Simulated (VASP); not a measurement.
Crystal: Be.

```
Be
1.0
     0.00000    1.57905    1.57905
     1.57905    0.00000    1.57905
     1.57905    1.57905    0.00000
Be
1
Direct
  0.00000 0.00000 0.00000
```

The cell was built by a generator and needn't be a form met in nature.

Base run:

```yaml
Program: VASP 6.6.1
Functional: PBE
Potentials_or_basis: VASP PAW PBE potentials, release 64 (Be)
Cutoff: 520 eV
k_mesh: 14 × 14 × 14
Occupations: fermi-dirac, width 0.05 eV
Spin: no spin polarisation
```

Its results: pressure 0.0 GPa.

**Question.** After a change of settings the same cell gave: pressure -1.0 GPa. Which change was it?
A. functional from PBE to RPBE
B. functional from PBE to PBEsol
C. functional from PBE to r2SCAN
D. functional from PBE to SCAN

**Answer.** B.

PBEsol binds more tightly than PBE, so the same cell stands under less pressure.

Caveats: the PAW data sets were made with another functional, which shifts forces and pressure a little (some runs).

Not every run made on this cell is shown here.
